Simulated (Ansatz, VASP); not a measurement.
**One calculation of PbS (Galena), two programs**

```xyz
2
Lattice="0.0000 2.9657 2.9657 2.9657 0.0000 2.9657 2.9657 2.9657 0.0000" Properties=species:S:1:pos:R:3 pbc="T T T"
Pb    0.0000    0.0000    0.0000
S     2.9657    2.9657    2.9657
```

Alike in both runs: task single point; functional PBE; k mesh 8 × 8 × 8; occupations gaussian, width 0.013 eV; no spin polarisation.

|  | VASP | Ansatz |
| --- | --- | --- |
| version | VASP 6.6.1 | Ansatz 0.2.0 |
| potentials or method | VASP PAW PBE potentials, release 64 (Pb_d, S), cutoff 520 eV | all-electron LAPW, scalar-relativistic |

Ansatz gave:

```
gap on the k mesh at the Fermi level (eV) : 0.36
least direct gap on the mesh (eV)         : 0.36
pressure (GPa)                            : 2.2
```

**Question.** Estimate VASP's values.

**Answer.** gap on the k mesh at the Fermi level (eV): 0.36; least direct gap on the mesh (eV): 0.36; pressure (GPa): 2.1.

Ansatz ran all-electron here, so the differences hold the error of VASP's frozen core and of both bases.

Caveats: spin-orbit coupling is left out, which as a rule narrows the gap of such compounds by several tenths of an eV.
